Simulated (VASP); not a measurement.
Input of a VASP 6.6.1 run:

Contents of INCAR:

```
ALGO = Normal
EDIFF = 1E-7
EDIFFG = -0.01
ENCUT = 600
GGA = PE
IBRION = 2
ISIF = 4
ISMEAR = 0
IVDW = 12
KPAR = 2
LASPH = T
LCHARG = F
LREAL = F
LWAVE = F
NELM = 80
NSW = 40
PREC = Accurate
SIGMA = 0.03
```

Contents of KPOINTS:

```
k-points
0
Gamma
  4 8 6
```

Contents of POSCAR:

```
GeS                                     
1.0
   10.4398930394      0.0000000000      0.0000000000
    0.0000000000      3.6090309929      0.0000000000
    0.0000000000      0.0000000000      4.2605618249
  Ge              S             
     4     4
Direct
     0.1247307389281593    0.2500000000000000    0.1326890020419413
     0.3752692610718407    0.7500000000000000    0.6326890020419412
     0.6247307389281593    0.2500000000000000    0.3673109979580587
     0.8752692610718407    0.7500000000000000    0.8673109979580588
     0.8495031896761398    0.2500000000000000    0.4964264727104492
     0.6504968103238602    0.7500000000000000    0.9964264727104492
     0.3495031896761398    0.2500000000000000    0.0035735272895508
     0.1504968103238602    0.7500000000000000    0.5035735272895508
```

Potentials or basis: VASP PAW PBE potentials, release 64 (Ge_d, S).

The run is started by

```bash
$ cat potpaw_PBE.64/Ge_d/POTCAR potpaw_PBE.64/S/POTCAR > POTCAR
$ mpirun -np 2 vasp_std > vasp.out
```

Task: Estimate the energy gained by relaxing.

Result: 6.4 meV/atom.

Task: Estimate the band gap on the k mesh.

Result: 0.97 eV, indirect (least direct gap 1.18 eV).

Final structure:
```
Ge S
1.0
    10.41527    0.00000    0.00000
     0.00000    3.66432    0.00000
     0.00000    0.00000    4.20619
Ge S
4 4
Direct
  0.12166 0.25000 0.12700
  0.37834 0.75000 0.62700
  0.62166 0.25000 0.37300
  0.87834 0.75000 0.87300
  0.85179 0.25000 0.49193
  0.64821 0.75000 0.99193
  0.35179 0.25000 0.00807
  0.14821 0.75000 0.50807
```

A k mesh can miss the band edges.
